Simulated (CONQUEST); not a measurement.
# InAs (F-43m) in CONQUEST: reference runs

Reference runs on InAs: the cell as given and a disturbed copy, and energy against volume gives the equilibrium volume and stiffness.

Everything below comes from runs of CONQUEST 1.3. Logs are shortened: lines on timing, memory, paths and dates and some standing lists are left out, and cuts for length are marked.

**1. The structure**

Symmetry: F-43m, No. 216, cubic system. Conventional cell: a = 6.036 Å, b = 6.036 Å, c = 6.036 Å, α = 90.00°, β = 90.00°, γ = 90.00°. Around In (site symmetry -43m) lie 4 As at 2.61 Å. As (site symmetry -43m) is surrounded by 4 In at 2.61 Å.

**2. Equation of state, PBE, 25.84 Å³/atom (volume scaled by 0.94)**

Contents of Conquest_input:

```
IO.Title InAs
IO.Coordinates coords.dat
IO.FractionalAtomicCoords T
IO.Iprint 2
IO.Iprint_init 1
General.NumberOfSpecies 2
General.PseudopotentialType hamann
AtomMove.TypeOfRun static
AtomMove.FullStress T
Grid.PointsAlongX 40
Grid.PointsAlongY 40
Grid.PointsAlongZ 60
DM.SolutionMethod diagon
Diag.MPMesh T
Diag.GammaCentred T
Diag.MPMeshX 6
Diag.MPMeshY 6
Diag.MPMeshZ 5
Diag.kT 0.00183747
minE.SCTolerance 1e-6
SC.MaxIters 100
IO.AtomChargeOutput T
%block ChemicalSpeciesLabel
1 114.820 In
2 74.920 As
%endblock
```

Contents of coords.dat:

```
    7.9008845926     0.0000000000     0.0000000000
    0.0000000000     7.9008845926     0.0000000000
    0.0000000000     0.0000000000    11.1735381463
4
  0.0000000000   0.0000000000   0.0000000000 1 T T T
  0.5000000000   0.5000000000   0.5000000000 1 T T T
  0.0000000000   0.5000000000   0.2500000000 2 T T T
  0.5000000000   0.0000000000   0.7500000000 2 T T T
```

Potentials or basis: PseudoDojo NC PBE, DZP, grid of 40 × 40 × 60 points.

Started as:

```
Conquest
```

The program printed:

```text
Simulation cell dimensions:     7.9009 a0 x     7.9009 a0 x    11.1735 a0

      Atomic coordinates (a0)
         Atom         X         Y         Z  Species
            1    0.0000    0.0000    0.0000        1
            2    3.9504    3.9504    5.5868        1
            3    0.0000    3.9504    2.7934        2
            4    3.9504    0.0000    8.3802        2

         Monkhorst-Pack mesh:   6 x   6 x   5 gamma-centred
        This calculation includes non-local pseudopotentials,
         with a maximum core radius of      8.41238623

    Job title: InAs
    Job to be run: static calculation

[... 5 lines left out ...]
      Using Fermi-Dirac smearing

    Integration grid size:     40 x   40 x   60

    Integration grid spacing:  0.198 a0 x 0.198 a0 x 0.186 a0

    Number of species:  2
    --------------------------------------------------------
    |   #  mass (au)  Charge (e)  SF Rad (a0)  NSF  Label  |
    --------------------------------------------------------
    |   1    114.820      13.000        8.691   18  In     |
    |   2     74.920      15.000        7.308   18  As     |
    --------------------------------------------------------
          SCF tolerance:                 0.00000100
          SCF iterations:               100

    The functional used will be GGA PBE96

           radial cut-off to be used is taken to be max PAO cut-off radius for this species:    8.412386

           greatest ang. mom. for making density from PAOs:  2

           radial cut-off to be used is taken to be max PAO cut-off radius for this species:    6.962356

           greatest ang. mom. for making density from PAOs:  2
    Minimum blocs/proc is     1500. Maximum blocs/proc is     1500
    set_atom_dens: In set_atomic_density, electrons :      56.000000000000
 matrix_size & matrix_size_padH =           72          72

    Screened ion int: energy:    -263.708833993239 Ha

    new_SC_potl: Starting.  Tolerance:  0.10000E-05

    PulayMixSC: Starting Pulay mixing, A_up =  0.500 A_dn =  0.500
    PulayMixSC: Spin non-polarised calculation.
          Harris-Foulkes Energy            :      -345.040885408726353 Ha
          GroundState Energy (E-(1/2)TS)   :      -345.040886641654083 Ha
          Free Energy (E-TS)               :      -345.040887874581870 Ha
          DFT Total Energy                 :      -344.991834602763618 Ha
          Total number of electrons        :        56.000000000001826
    PulayMixSC: Pulay iteration     1 residual:              0.17338E-02
          Harris-Foulkes Energy            :      -345.017015540344005 Ha
          GroundState Energy (E-(1/2)TS)   :      -345.017031972222583 Ha
          Free Energy (E-TS)               :      -345.017048404101104 Ha
          DFT Total Energy                 :      -345.016152201735053 Ha
          Total number of electrons        :        56.000032936564395
    PulayMixSC: Pulay iteration     2 residual:              0.55606E-03
          Harris-Foulkes Energy            :      -345.016490423536993 Ha
          GroundState Energy (E-(1/2)TS)   :      -345.016504557959763 Ha
          Free Energy (E-TS)               :      -345.016518692382590 Ha
          DFT Total Energy                 :      -345.016446768426817 Ha
          Total number of electrons        :        56.000052671891225
    PulayMixSC: Pulay iteration     3 residual:              0.22793E-03
          Harris-Foulkes Energy            :      -345.016467998353619 Ha
          GroundState Energy (E-(1/2)TS)   :      -345.016482348884665 Ha
          Free Energy (E-TS)               :      -345.016496699415654 Ha
          DFT Total Energy                 :      -345.016467662331706 Ha
          Total number of electrons        :        56.000068287880985
    PulayMixSC: Pulay iteration     4 residual:              0.33360E-04
          Harris-Foulkes Energy            :      -345.016469188256622 Ha
          GroundState Energy (E-(1/2)TS)   :      -345.016483368173454 Ha
          Free Energy (E-TS)               :      -345.016497548090229 Ha
          DFT Total Energy                 :      -345.016469210001048 Ha
          Total number of electrons        :        56.000069328395725
    PulayMixSC: Pulay iteration     5 residual:              0.64218E-05
          Harris-Foulkes Energy            :      -345.016469059966028 Ha
          GroundState Energy (E-(1/2)TS)   :      -345.016483170141271 Ha
          Free Energy (E-TS)               :      -345.016497280316514 Ha
          DFT Total Energy                 :      -345.016469060513202 Ha
          Total number of electrons        :        56.000070239462275
    PulayMixSC: Pulay iteration     6 residual:              0.40336E-06
    PulayMixSC: Reached SCF tolerance of  0.40336E-06 after      6 iterations
      | Number of electrons      =        56.000070
      |* band energy as 2Tr[K.H] =       -49.348856177620824 Ha
      |  screened ion-ion energy =      -263.708833993238898 Ha
      |  Ha correction           =         0.358992775240038 Ha
      |  XC correction           =       -32.317779563772426 Ha
      | GS Energy as E-(1/2)TS   =      -345.016483170141271 Ha
      | Free Energy as E-TS      =      -345.016497280316514 Ha
      |* Harris-Foulkes energy   =      -345.016469059966028 Ha
      |* DFT total energy        =      -345.016469060513202 Ha
      |  estimated accuracy      =         0.000000000547175 Ha

    force: Forces on atoms (Ha/a0)
    force:  Atom   X              Y              Z
    force:     1  -0.0000000000   0.0000000000   0.0000000000
    force:     2  -0.0000000000  -0.0000000000  -0.0000000000
    force:     3  -0.0000000000  -0.0000000000  -0.0000000000
    force:     4  -0.0000000000   0.0000000000   0.0000000000

    force: Maximum force :        0.00000000(Ha/a0) on atom         1 in z direction
    force: Force Residual:        0.00000000 Ha/a0
    force: Total stress:         -9.94522833     0.00000000     0.00000000 GPa
                            -0.00000000    -9.94522833     0.00000000
                             0.00000000     0.00000000    -9.79900171
    force: Average pressure:      9.89648612 GPa

    force: Finished force
    get_E_and_F: Change in energy during last step of electronic optimisation:  0.12829E-06

    BIBLIOGRAPHY: Please consider citing the following references in the conquest.bib file

    CONQUEST:         Bowler2002pt, Miyazaki2004, Nakata2020
    Basis:            Bowler2019
    DM:               Bowler:2006xr
    Pseudopotentials: Hamann2013, Bowler2019
    XC functional:    Perdew1996
```

Run time: 38 s. Hardware: 1 thread of AMD EPYC 9B45 (Zen 5), shared host; peak memory 0.86 GiB.

Results:

| Item | Value |
| --- | --- |
| Free energy | -9388.3772 eV |
| Pressure | 9.9 GPa |
| Band gap on the k mesh | 0.20 eV |
| Mulliken charges | In +0.98; As -0.98 e |

Caveat: Mulliken charges move with the basis; spin-orbit coupling is left out, which moves the levels of the heavy elements; an odd mesh through Γ misses points on the zone boundary, where band edges often lie; the basis of atomic orbitals isn't converged, which shifts pressures, moduli and gaps; the real-space grid breaks the cell's symmetry a little.

**3. Equation of state, PBE, 26.39 Å³/atom (volume scaled by 0.96)**

Conquest_input is that of step 2.

Contents of coords.dat:

```
    7.9565264583     0.0000000000     0.0000000000
    0.0000000000     7.9565264583     0.0000000000
    0.0000000000     0.0000000000    11.2522276274
4
  0.0000000000   0.0000000000   0.0000000000 1 T T T
  0.5000000000   0.5000000000   0.5000000000 1 T T T
  0.0000000000   0.5000000000   0.2500000000 2 T T T
  0.5000000000   0.0000000000   0.7500000000 2 T T T
```

Potentials or basis: PseudoDojo NC PBE, DZP, grid of 40 × 40 × 60 points.

Started as:

```
Conquest
```

It took 38 s on 1 thread of AMD EPYC 9B45 (Zen 5), shared host; peak memory 0.86 GiB.

The run converged. Its results:

```
Free energy            : -9388.4980 eV
Pressure               : 7.8 GPa
Band gap on the k mesh : none (metal or under the smearing width)
Mulliken charges       : In +0.96; As -0.96 e
```

Caveat: Mulliken charges move with the basis; the basis of atomic orbitals isn't converged, which shifts pressures, moduli and gaps.

**4. Equation of state, PBE, 26.94 Å³/atom (volume scaled by 0.98)**

Conquest_input is that of step 3.

Contents of coords.dat:

```
    8.0114007885     0.0000000000     0.0000000000
    0.0000000000     8.0114007885     0.0000000000
    0.0000000000     0.0000000000    11.3298316495
4
  0.0000000000   0.0000000000   0.0000000000 1 T T T
  0.5000000000   0.5000000000   0.5000000000 1 T T T
  0.0000000000   0.5000000000   0.2500000000 2 T T T
  0.5000000000   0.0000000000   0.7500000000 2 T T T
```

Started as:

```
Conquest
```

Wall time 38 s (1 thread of AMD EPYC 9B45 (Zen 5), shared host); peak memory 0.84 GiB.

It converged, with:

| Quantity | Value |
| --- | --- |
| Free energy | -9388.5952 eV |
| Pressure | 6.3 GPa |
| Band gap on the k mesh | none (metal or under the smearing width) |
| Mulliken charges | In +0.94; As -0.94 e |

Caveat: Mulliken charges move with the basis; the basis of atomic orbitals isn't converged, which shifts pressures, moduli and gaps.

**5. Equation of state, PBE, 27.49 Å³/atom**

Conquest_input is that of step 4.

Contents of coords.dat:

```
    8.0655335171     0.0000000000     0.0000000000
    0.0000000000     8.0655335171     0.0000000000
    0.0000000000     0.0000000000    11.4063868882
4
  0.0000000000   0.0000000000   0.0000000000 1 T T T
  0.5000000000   0.5000000000   0.5000000000 1 T T T
  0.0000000000   0.5000000000   0.2500000000 2 T T T
  0.5000000000   0.0000000000   0.7500000000 2 T T T
```

Started as:

```
Conquest
```

Run time: 37 s. Hardware: 1 thread of AMD EPYC 9B45 (Zen 5), shared host; peak memory 0.81 GiB.

The run converged. Its results:

| Item | Value |
| --- | --- |
| Free energy | -9388.6712 eV |
| Pressure | 4.8 GPa |
| Band gap on the k mesh | none (metal or under the smearing width) |
| Mulliken charges | In +0.92; As -0.92 e |

Caveat: Mulliken charges move with the basis; the basis of atomic orbitals isn't converged, which shifts pressures, moduli and gaps.

**6. Equation of state, PBE, 28.04 Å³/atom (volume scaled by 1.02)**

Conquest_input is that of step 5.

Contents of coords.dat:

```
    8.1189492030     0.0000000000     0.0000000000
    0.0000000000     8.1189492030     0.0000000000
    0.0000000000     0.0000000000    11.4819280757
4
  0.0000000000   0.0000000000   0.0000000000 1 T T T
  0.5000000000   0.5000000000   0.5000000000 1 T T T
  0.0000000000   0.5000000000   0.2500000000 2 T T T
  0.5000000000   0.0000000000   0.7500000000 2 T T T
```

Potentials or basis: PseudoDojo NC PBE, DZP, grid of 40 × 40 × 60 points.

Started as:

```
Conquest
```

It took 37 s on 1 thread of AMD EPYC 9B45 (Zen 5), shared host; peak memory 0.81 GiB.

Results (log left out):

```
Free energy            : -9388.7280 eV
Pressure               : 3.5 GPa
Band gap on the k mesh : none (metal or under the smearing width)
Mulliken charges       : In +0.90; As -0.90 e
```

Caveat: Mulliken charges move with the basis; the basis of atomic orbitals isn't converged, which shifts pressures, moduli and gaps.

**7. Equation of state, PBE, 28.59 Å³/atom (volume scaled by 1.04)**

Conquest_input is that of step 6.

Contents of coords.dat:

```
    8.1716711296     0.0000000000     0.0000000000
    0.0000000000     8.1716711296     0.0000000000
    0.0000000000     0.0000000000    11.5564881395
4
  0.0000000000   0.0000000000   0.0000000000 1 T T T
  0.5000000000   0.5000000000   0.5000000000 1 T T T
  0.0000000000   0.5000000000   0.2500000000 2 T T T
  0.5000000000   0.0000000000   0.7500000000 2 T T T
```

Started as:

```
Conquest
```

It took 36 s on 1 thread of AMD EPYC 9B45 (Zen 5), shared host; peak memory 0.81 GiB.

The run converged. Its results:

| Property | Result |
| --- | --- |
| Free energy | -9388.7668 eV |
| Pressure | 2.2 GPa |
| Band gap on the k mesh | none (metal or under the smearing width) |
| Mulliken charges | In +0.87; As -0.87 e |

Caveat: Mulliken charges move with the basis; the basis of atomic orbitals isn't converged, which shifts pressures, moduli and gaps.

**8. Equation of state, PBE, 29.14 Å³/atom (volume scaled by 1.06)**

Conquest_input is that of step 7.

Contents of coords.dat:

```
    8.2237213936     0.0000000000     0.0000000000
    0.0000000000     8.2237213936     0.0000000000
    0.0000000000     0.0000000000    11.6300983287
4
  0.0000000000   0.0000000000   0.0000000000 1 T T T
  0.5000000000   0.5000000000   0.5000000000 1 T T T
  0.0000000000   0.5000000000   0.2500000000 2 T T T
  0.5000000000   0.0000000000   0.7500000000 2 T T T
```

Started as:

```
Conquest
```

Wall time 35 s (1 thread of AMD EPYC 9B45 (Zen 5), shared host); peak memory 0.76 GiB.

The run converged. Its results:

```yaml
Free_energy: -9388.7895 eV
Pressure: 1.1 GPa
Band_gap_on_the_k_mesh: none (metal or under the smearing width)
Mulliken_charges: In +0.85; As -0.85 e
```

Caveat: Mulliken charges move with the basis; the basis of atomic orbitals isn't converged, which shifts pressures, moduli and gaps.

**9. Equation of state, PBE**

Potentials or basis: PseudoDojo NC PBE, DZP, grid of 40 × 40 × 60 points.

No new run: the results of the series are fitted here.

Results:

| Quantity | Value |
| --- | --- |
| Equilibrium volume | 29.73 Å³/atom (rough: see the caveat) |
| Bulk modulus | 53 GPa (rough) |

Energy against volume, from the lowest point:
```csv
volume (Å³/atom),energy (meV/atom)
25.840,103.09
26.389,72.88
26.939,48.59
27.489,29.59
28.039,15.39
28.588,5.69
29.138,0.00
```

Caveat: the minimum lies outside the volumes run; the DZP basis gives volumes some 2 % larger than converged bases do, and moduli off by several per cent; the basis of atomic orbitals isn't converged, which shifts pressures, moduli and gaps.

**10. Single point, PBE**

Changes to Conquest_input since step 8:

```diff
@@ -9,5 +9,3 @@
 AtomMove.FullStress T
-Grid.PointsAlongX 40
-Grid.PointsAlongY 40
-Grid.PointsAlongZ 60
+Grid.GridCutoff 120
 DM.SolutionMethod diagon
@@ -22,2 +20,4 @@
 IO.AtomChargeOutput T
+IO.DumpChargeDensity T
+IO.DumpTotPot T
 %block ChemicalSpeciesLabel
```

Contents of coords.dat:

```
    8.0655335171     0.0000000000     0.0000000000
    0.0000000000     8.0655335171     0.0000000000
    0.0000000000     0.0000000000    11.4063868882
4
  0.0000000000   0.0000000000   0.0000000000 1 T T T
  0.5000000000   0.5000000000   0.5000000000 1 T T T
  0.0000000000   0.5000000000   0.2500000000 2 T T T
  0.5000000000   0.0000000000   0.7500000000 2 T T T
```

Potentials or basis: PseudoDojo NC PBE, DZP, grid cutoff 120 Ha.

Started as:

```
Conquest
```

The program printed:

```text
Simulation cell dimensions:     8.0655 a0 x     8.0655 a0 x    11.4064 a0

      Atomic coordinates (a0)
         Atom         X         Y         Z  Species
            1    0.0000    0.0000    0.0000        1
            2    4.0328    4.0328    5.7032        1
            3    0.0000    4.0328    2.8516        2
            4    4.0328    0.0000    8.5548        2

         Monkhorst-Pack mesh:   6 x   6 x   5 gamma-centred
        This calculation includes non-local pseudopotentials,
         with a maximum core radius of      8.41238623

    Job title: InAs
    Job to be run: static calculation

[... 5 lines left out ...]
      Using Fermi-Dirac smearing

    Integration grid size:     40 x   40 x   60

    Integration grid spacing:  0.202 a0 x 0.202 a0 x 0.190 a0

    Number of species:  2
    --------------------------------------------------------
    |   #  mass (au)  Charge (e)  SF Rad (a0)  NSF  Label  |
[... 59 lines left out ...]
          DFT Total Energy                 :      -345.027249393619854 Ha
          Total number of electrons        :        56.000058663172702
    PulayMixSC: Pulay iteration     6 residual:              0.47824E-06
    PulayMixSC: Reached SCF tolerance of  0.47824E-06 after      6 iterations
      | Number of electrons      =        56.000059
      |* band energy as 2Tr[K.H] =       -49.201277668628968 Ha
      |  screened ion-ion energy =      -263.952047699030231 Ha
      |  Ha correction           =         0.469419537177322 Ha
      |  XC correction           =       -32.343356765497269 Ha
      | GS Energy as E-(1/2)TS   =      -345.027275625919970 Ha
      | Free Energy as E-TS      =      -345.027301856811846 Ha
      |* Harris-Foulkes energy   =      -345.027249395028093 Ha
      |* DFT total energy        =      -345.027249393619854 Ha
      |  estimated accuracy      =        -0.000000001408239 Ha

    force: Forces on atoms (Ha/a0)
    force:  Atom   X              Y              Z
    force:     1  -0.0000000000  -0.0000000000   0.0000000000
    force:     2  -0.0000000000  -0.0000000000  -0.0000000000
    force:     3  -0.0000000000  -0.0000000000  -0.0000000000
    force:     4  -0.0000000000  -0.0000000000   0.0000000000

    force: Maximum force :        0.00000000(Ha/a0) on atom         2 in z direction
    force: Force Residual:        0.00000000 Ha/a0
    force: Total stress:         -4.80264665     0.00000000     0.00000000 GPa
                             0.00000000    -4.80264665     0.00000000
                             0.00000000     0.00000000    -4.80856689
    force: Average pressure:      4.80462007 GPa

    force: Finished force
    get_E_and_F: Change in energy during last step of electronic optimisation: -0.32629E-06

    BIBLIOGRAPHY: Please consider citing the following references in the conquest.bib file

    CONQUEST:         Bowler2002pt, Miyazaki2004, Nakata2020
    Basis:            Bowler2019
    DM:               Bowler:2006xr
    Pseudopotentials: Hamann2013, Bowler2019
    XC functional:    Perdew1996
```

Run time: 54 s. Hardware: 1 thread of Intel Xeon Platinum 8488C (Sapphire Rapids), shared host; peak memory 0.81 GiB.

Results:

| Item | Value |
| --- | --- |
| Free energy | -9388.6712 eV |
| Pressure | 4.8 GPa |
| Band gap on the k mesh | none (metal or under the smearing width) |
| Mulliken charges | In +0.92; As -0.92 e |

Caveat: Mulliken charges move with the basis; the box holds several primitive cells, so bands are folded and the points are those of the box's own zone; the basis of atomic orbitals isn't converged, which shifts pressures, moduli and gaps.

(Continued in part 2 of 2.)
